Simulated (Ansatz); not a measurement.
A relaxed cell of La2O3 is given with its symmetry left out. The cell was found from a structure generator's guess, not taken from experiment.

Method: DFT PBE, scalar-relativistic, plane waves, PAW (Ansatz). Cutoff 420 eV, Γ-centred mesh, Gaussian smearing, no spin polarisation.

```
La O
1.0
     4.58003    0.00000    0.00000
     0.00000    4.58003    0.00000
     0.00000    0.00000    4.58003
La O
2 3
Cartesian
  0.0000 0.0000 0.0000
  2.2900 2.2900 2.2900
  0.0000 2.2900 2.2900
  2.2900 0.0000 2.2900
  2.2900 2.2900 0.0000
```

The zero of energy is the elements' standard structures at the same level (O₂ as a molecule); no fitted shifts are applied.

(1) Find its symmetry and describe it.

(2) How far does it lie from the elements in energy?

(3) Is it a metal?

Results:

(1) Pm-3m (No. 221). Conventional cell: a = 4.580 Å. La on its first site is surrounded by 12 O at 3.24 Å; around La on its second site lie 6 O at 2.29 Å; around O lie 2 La at 2.29 Å, 4 La at 3.24 Å and 8 O at 3.24 Å.

(2) −2.527 eV/atom. Whether it is stable depends on the other phases of the system, which aren't compared here.

(3) No, the gap on the 8×8×8 mesh is 0.51 eV.

The last run used an 8×8×8 mesh for its 5-atom cell and Gaussian smearing of 0.02 eV. Kohn–Sham gaps at this level usually fall short of measured ones. A structure relaxed within its symmetry needn't be a true minimum.
